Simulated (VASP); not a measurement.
Write the native input for VASP 6.6.1 that does the following.

| Property | Result |
| --- | --- |
| Task | single point |
| Functional | r2SCAN |
| Potentials or basis | VASP PAW PBE potentials, release 64 (Fe, Si) |
| Cutoff | 900 eV |
| k mesh | 18 × 18 × 10 |
| Occupations | methfessel-paxton, width 0.1 eV |
| Spin | collinear spin, ferromagnetic start |
| Starting moments | [3.0, 0.0, 0.0] μB |
| Further INCAR settings | ADDGRID = False; ALGO = Normal; EDIFF = 1e-08 |

The structure of FeSi2 (Linzhiite) lies in POSCAR:

```
FeSi2
1.0
    2.6840000000      0.0000000000      0.0000000000
    0.0000000000      2.6840000000      0.0000000000
    0.0000000000      0.0000000000      5.1280000000
Fe Si
1 2
Direct
    0.0000000000      0.0000000000      0.0000000000
    0.5000000000      0.5000000000      0.7300000000
    0.5000000000      0.5000000000      0.2700000000
```

One way to write it, as run:

INCAR

```
SYSTEM = FeSi2
PREC = Accurate
ENCUT = 900
EDIFF = 1E-8
ISMEAR = 1
SIGMA = 0.1
LREAL = .False.
LASPH = .True.
NELM = 100
ALGO = Normal
ISIF = 2
LWAVE = .False.
LCHARG = .False.
ISPIN = 2
MAGMOM = 3 0 0
LORBIT = 11
LMAXMIX = 4
METAGGA = R2SCAN
LMIXTAU = .True.
ADDGRID = .False.
```

KPOINTS

```
regular mesh
0
Gamma
  18 18 10
  0 0 0
```

Potentials or basis: VASP PAW PBE potentials, release 64 (Fe, Si).

Command:

```console
$ cat potpaw_PBE.64/Fe/POTCAR potpaw_PBE.64/Si/POTCAR > POTCAR
$ mpirun -np 1 vasp_std > vasp.out
```

Results of the run:

| Quantity | Value |
| --- | --- |
| Pressure | -0.9 GPa |
| Largest force | 0.170 eV/Å |
| Band gap on the k mesh | none (metal or under the smearing width) |
| Net moment | 0.14 μB per cell |
| Site moments | Fe +0.17; Si -0.01 μB |
| Valence electrons inside the program's atomic spheres | Fe 7.89; Si 1.63 |

Caveat: the PAW data sets were made with another functional, which shifts forces and pressure a little.

Wall time 33 min on 1 thread of AMD EPYC 9R45 (Zen 5), on a shared host, peak memory 0.7 GiB.
